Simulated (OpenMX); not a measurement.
NaI under changes of volume

One of the cells (33.899 Å³/atom); the others are scaled copies at fixed shape and fractional positions:

```
CELL_PARAMETERS angstrom
0.00000 3.23640 3.23640
3.23640 0.00000 3.23640
3.23640 3.23640 0.00000
ATOMIC_POSITIONS crystal
I 0.50000 0.50000 0.50000
Na 0.00000 0.00000 0.00000
```

```yaml
Program: OpenMX 3.8.5
Functional: LDA
Potentials_or_basis: OpenMX 2013 LDA set, I7.0-s3p2d2f1, Na9.0-s3p2d1, fixed grid of 50 × 50 × 50 points
k_mesh: 7 × 7 × 7
Occupations: fermi-dirac, width 0.05 eV
Spin: no spin polarisation
```

| volume (Å³/atom) | energy over the lowest point (meV/atom) | gap on the mesh (eV) |
| --- | --- | --- |
| 31.865 | 0.00 | 3.63 |
| 32.543 | 2.60 | 3.57 |
| 33.221 | 6.65 | 3.51 |
| 33.899 | 12.07 | 3.46 |
| 34.577 | ? | ? |
| 35.255 | 26.58 | 3.36 |
| 35.933 | 35.26 | 3.32 |

What does the run at 34.577 Å³/atom give?

Energy over the lowest point 18.83 meV/atom; gap on the mesh 3.41 eV.

Worked out: A Birch-Murnaghan fit of order 3 (a polynomial in V^(-2/3)) to the other rows has its minimum at 31.22 Å³/atom, just outside them, with B0 = V·E''(V) = 21 GPa and B' = 4.3. It gives 18.78 meV/atom at 34.577 Å³/atom, against the run's 18.83. A straight line through the other rows of the gap, of slope -2.58 eV per unit of ln V (its deformation potential), gives 3.41 eV, against the run's 3.41.

Energies are extrapolated to zero smearing.

Caveats: spin-orbit coupling is left out, which moves the levels of the heavy elements; the basis of atomic orbitals isn't converged, which shifts pressures, moduli and gaps.
